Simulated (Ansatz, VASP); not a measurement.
# LiF in VASP and in Ansatz

File INCAR:

```
SYSTEM = LiF
PREC = Accurate
ENCUT = 520
EDIFF = 1E-6
ISMEAR = 0
SIGMA = 0.05
LREAL = .FALSE.
LASPH = .TRUE.
NELM = 60
ALGO = Normal
ISIF = 2
LWAVE = .FALSE.
LCHARG = .TRUE.
LELF = .TRUE.
LVHAR = .TRUE.
NBANDS = 12
```

KPOINTS

```
Automatic mesh
0
G
  10 10 10
  0 0 0
```

Contents of POSCAR:

```
LiF
1.0
    0.0000000000      1.9673860621      1.9673860621
    1.9673860621      0.0000000000      1.9673860621
    1.9673860621      1.9673860621      0.0000000000
Li F
1 1
Direct
    0.0000000000      0.0000000000      0.0000000000
    0.5000000000      0.5000000000      0.5000000000
```

Input for Ansatz:

```yaml
crystal:
  lattice:
    - [0.0, 1.9673860621, 1.9673860621]
    - [1.9673860621, 0.0, 1.9673860621]
    - [1.9673860621, 1.9673860621, 0.0]
  atoms:
    - { symbol: Li, position: [0.0, 0.0, 0.0] }
    - { symbol: F, position: [0.5, 0.5, 0.5] }
basis:
  ecutwfc: 420
  ecutrho_ratio: 4
kpoints:
  mp_grid: { grid: [10, 10, 10] }
hamiltonian:
  xc: lda
scf:
  occupations: { method: gaussian, width: 0.05 }
output:
  forces: true
  stress: true
  eigenvalues: true
```

Alike in both runs: task single point; functional LDA; k mesh 10 × 10 × 10; occupations gaussian, width 0.05 eV; no spin polarisation.

|  | VASP | Ansatz |
| --- | --- | --- |
| version | VASP 6.6.1 | Ansatz 0.2.0 |
| potentials or method | VASP PAW LDA potentials, release 64 (Li_sv, F) | scalar-relativistic, plane waves, PAW |
| plane-wave cutoff (eV) | 520 | 420 |
| valence electrons in the cell | 10 | 10 |

Ansatz gave:

```
gap on the k mesh at the Fermi level (eV) : 9.50
least direct gap on the mesh (eV)         : 9.50
```

Question: Which values does VASP return?

Answer: gap on the k mesh at the Fermi level (eV): 9.49; least direct gap on the mesh (eV): 9.49.

 A k mesh can miss the band edges.
